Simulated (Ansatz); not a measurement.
# Where the states of CdO lie

```yaml
crystal:
  lattice:
    - [0.00000, 2.34815, 2.34815]
    - [2.34815, 0.00000, 2.34815]
    - [2.34815, 2.34815, 0.00000]
  atoms:
    - { symbol: Cd, position: [0.00000, 0.00000, 0.00000] }
    - { symbol: O, position: [0.50000, 0.50000, 0.50000] }
```

The cell is COD entry 9006671, as deposited and not checked against the literature; nothing was relaxed.

All numbers below come from DFT, PBEsol, all-electron LAPW, scalar-relativistic (Ansatz 0.2.0).

Numerical set-up: a Γ-centred 11×11×11 k mesh, Fermi–Dirac smearing of 0.02 eV, basis error target 0.5 meV/atom, no spin polarisation.

States per eV and cell, averaged over 0.4 eV, from -7.8 to 6.0 eV, with energies (bin centres) from the Fermi level; empty bins are left out. The partial columns, the largest 4 alone, are projections on Löwdin-orthogonalised atomic shells (those that the program's projection atoms carry: the occupied ones and, for some elements, an empty d or f shell; other empty shells have no column), summed over atoms of an element. Weights on diffuse s and p shells depend on that basis and aren't pure angular character.

```
E (eV)  total  Cd 4d  O 2p  Cd 5s  O 2s
  -7.7   0.27   0.19  0.05   0.03  0.00
  -7.3   4.99   4.18  0.63   0.16  0.01
  -6.9   7.81   7.00  0.73   0.04  0.02
  -6.5   3.80   3.61  0.17   0.01  0.01
  -6.1   7.82   7.65  0.09   0.00  0.07
  -5.7   0.32   0.29  0.01   0.00  0.02
  -4.1   0.17   0.02  0.13   0.01  0.00
  -3.7   3.04   0.61  1.73   0.58  0.06
  -3.3   1.50   0.24  0.86   0.31  0.07
  -2.9   0.57   0.05  0.40   0.07  0.02
  -2.5   1.08   0.08  0.90   0.04  0.01
  -2.1   1.27   0.10  1.09   0.02  0.01
  -1.7   1.78   0.15  1.52   0.04  0.01
  -1.3   1.94   0.17  1.68   0.03  0.01
  -0.9   1.56   0.18  1.33   0.01  0.00
  -0.5   1.56   0.20  1.32   0.01  0.00
  -0.1   0.55   0.08  0.47   0.00  0.00
   0.3   0.01   0.00  0.00   0.01  0.00
   0.7   0.03   0.00  0.01   0.01  0.00
   1.1   0.04   0.00  0.01   0.02  0.01
   1.5   0.06   0.00  0.02   0.03  0.01
   1.9   0.08   0.00  0.03   0.04  0.01
   2.3   0.10   0.00  0.04   0.05  0.01
   2.7   0.14   0.00  0.05   0.07  0.01
   3.1   0.18   0.00  0.07   0.09  0.02
   3.5   0.24   0.00  0.08   0.12  0.02
   3.9   0.38   0.00  0.11   0.21  0.02
   4.3   0.71   0.00  0.15   0.41  0.03
   4.7   0.74   0.00  0.15   0.41  0.02
   5.1   0.69   0.00  0.13   0.37  0.01
   5.5   0.67   0.00  0.13   0.36  0.01
   5.9   0.67   0.00  0.14   0.41  0.00
```

Task: Where is the centre of the filled Cd 4d states between -14 eV and the top of the filled states?

Result: -6.31 eV from the Fermi level.
